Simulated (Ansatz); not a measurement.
**CoO: pressure against volume**

An exercise on one series of results from a longer session: the logs are not shown, and one member is left open.

Program: Ansatz 0.2.0. Level of theory: DFT LDA, scalar-relativistic. These are calculated values, not measurements.

### The structure to begin with

The structure is tetragonal, space group I4/mmm (No. 139). The conventional cell has a = 3.016 Å, b = 3.016 Å, c = 4.214 Å, α = 90.00°, β = 90.00°, γ = 90.00°. Co (site symmetry 4/mmm) is surrounded by 6 O at 2.11 to 2.13 Å. O (site symmetry 4/mmm) is surrounded by 6 Co at 2.11 to 2.13 Å.

As a file:

```cif
data_structure
_symmetry_space_group_name_H-M 'P 1'
_symmetry_Int_Tables_number 1
_cell_length_a 2.9981
_cell_length_b 2.9981
_cell_length_c 2.9981
_cell_angle_alpha 119.605
_cell_angle_beta 119.605
_cell_angle_gamma 90.686
_cell_volume 19.17
loop_
_atom_site_label
_atom_site_type_symbol
_atom_site_fract_x
_atom_site_fract_y
_atom_site_fract_z
_atom_site_occupancy
Co1 Co 0.00000 0.00000 0.00000 1
O1 O 0.50000 0.50000 0.00000 1
```

Atoms are numbered in the order of the input: Co1, O2.

Set-up of the first run:

The input, input.yaml:

```yaml
crystal:
  lattice:
    - [-1.4876192741, 1.4876192741, 2.078770113]
    - [1.4876192741, -1.4876192741, 2.078770113]
    - [1.4876192741, 1.4876192741, -2.078770113]
  atoms:
    - { symbol: Co, position: [0.0, 0.0, 0.0], spin: 2.0 }
    - { symbol: O, position: [0.5, 0.5, 0.0] }
magnetization:
  spin_polarized: true
kpoints:
  mp_grid: { grid: [13, 13, 15] }
  band_path:
    path:
      - [0.0, 0.0, 0.0]
      - [0.0, 0.0, 0.5]
      - [0.25, 0.25, 0.25]
      - [0.0, 0.5, 0.0]
      - [0.0, 0.0, 0.0]
      - [0.5, 0.5, -0.5]
      - [0.3780296839, 0.6219703161, -0.3780296839]
      - [-0.3780296839, 0.3780296839, 0.3780296839]
      - [0.0, 0.0, 0.0]
    npoints: 5
scf:
  occupations: { method: fermi_dirac, width: 0.03 }
hamiltonian:
  xc: lda
  pseudopotentials: { kind: all_electron, lapw: { basis_error: 0.001 } }
output:
  forces: true
  stress: true
  eigenvalues: true
```

Launch:

```console
$ ansatz run input.yaml --threads 1 --pin off --max-ram 3072MiB --backend cpu --events-out ev --progress --plain --runs-dir out
```

Steps of the session up to this table: Volume × 0.96, LAPW; Volume × 0.96, PAW; Volume × 0.96, crystal datasets; Volume × 0.99, LAPW; Volume × 0.99, PAW; Volume × 0.99, crystal datasets; Volume × 1.02, LAPW; Volume × 1.02, PAW; Volume × 1.02, crystal datasets; Volume × 1.06, LAPW; Volume × 1.06, PAW; Volume × 1.06, crystal datasets.

One table of the session follows, with a row left open; its other results are not shown here.

```
          method  volume (Å³/atom)  pressure (GPa)  moment Co1 (μB)  moment O2 (μB)
            LAPW             9.201          -13.58             2.32            0.28
            LAPW             9.488          -16.66             2.48            0.33
            LAPW             9.776          -20.33             2.55            0.35
            LAPW            10.159          -24.82             2.60            0.37
             PAW             9.201          -13.40             2.23            0.28
             PAW             9.488          -16.51             2.39            0.33
             PAW             9.776          -20.23             2.46            0.35
             PAW            10.159               ?                ?               ?
crystal datasets             9.201          -13.58             2.22            0.28
crystal datasets             9.488          -16.66             2.39            0.33
crystal datasets             9.776          -20.33             2.46            0.35
crystal datasets            10.159          -24.82             2.51            0.37
```

**Question.** Estimate the row for PAW, 10.159.

**Answer.** pressure (GPa): -24.75; moment Co1 (μB): 2.50; moment O2 (μB): 0.37. In the column «pressure (GPa)» it lies between crystal datasets, 10.159 (-24.82) and LAPW, 9.776 (-20.33).

To keep in mind: Warnings in the runs' records: symmetry narrowed by mesh, crystal datasets made.
